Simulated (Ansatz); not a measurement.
Calculated S-33 NMR of the central transition for WS2

Cell: a COD entry, atoms as given.

```
CELL_PARAMETERS angstrom
1.57900 0.91164 6.16333
-1.57900 0.91164 6.16333
0.00000 -1.82327 6.16333
ATOMIC_POSITIONS crystal
W 0.00000 0.00000 0.00000
S 0.24970 0.24970 0.24970
S 0.41900 0.41900 0.41900
```

Sites (sets of like atoms) are named by element and the number of their first atom in this list.

Computed with Ansatz: DFT, PBE, plane waves and PAW, scalar-relativistic, collinear spin, 420 eV cutoff, Γ-centred 16×16×16 k-points, Fermi–Dirac smearing 0.02 eV. Start moments as typed (μB): 2 on each W, none on the rest.

S-33 has I = 3/2 and Q = -69.40 mb (Pyykkö 2018); at 14.1 T its Larmor frequency is ν₀ = 46.1 MHz. Only the quadrupole interaction is simulated: positions count from each site's isotropic chemical shift, and shift anisotropy, dipolar and J coupling are left out.

**Question.** Give C_Q, η, the quadrupolar product P_Q = |C_Q|(1 + η²/3)^½, the second-order isotropic shift and the breadth of the pattern (static powder) for each S site.

**Answer.** 

```csv
site,first shell,C_Q (MHz),η,P_Q (MHz),δ_QIS (ppm),breadth (kHz)
S2,3 W at 2.39 Å; also 7 S at 3.13–3.16 Å,8.27,0.00,8.27,-803,193
S3,3 W at 2.42 Å; also 7 S at 3.13–3.16 Å,6.96,0.00,6.96,-570,137
```

δ_QIS = −(ν_Q²/30ν₀²)[I(I+1) − 3/4](1 + η²/3) × 10⁶ ppm with ν_Q = 3|C_Q|/[2I(2I−1)]; it falls as 1/B₀² in ppm, and the breadth as 1/B₀ in kHz.

An axis of threefold or higher order runs through S2 and S3, so V_zz lies along it and η is zero.

At this cell the principal stresses reach 5 GPa in size with PBE, which can matter for small gradients. The largest force is 0.6 eV/Å, so the atoms aren't at the calculated equilibrium and relaxing them would move these values. Without spin–orbit coupling the gradients at and beside W can be off by some per cent, at some sites by more. The start moments die out, and the run ends without spin.
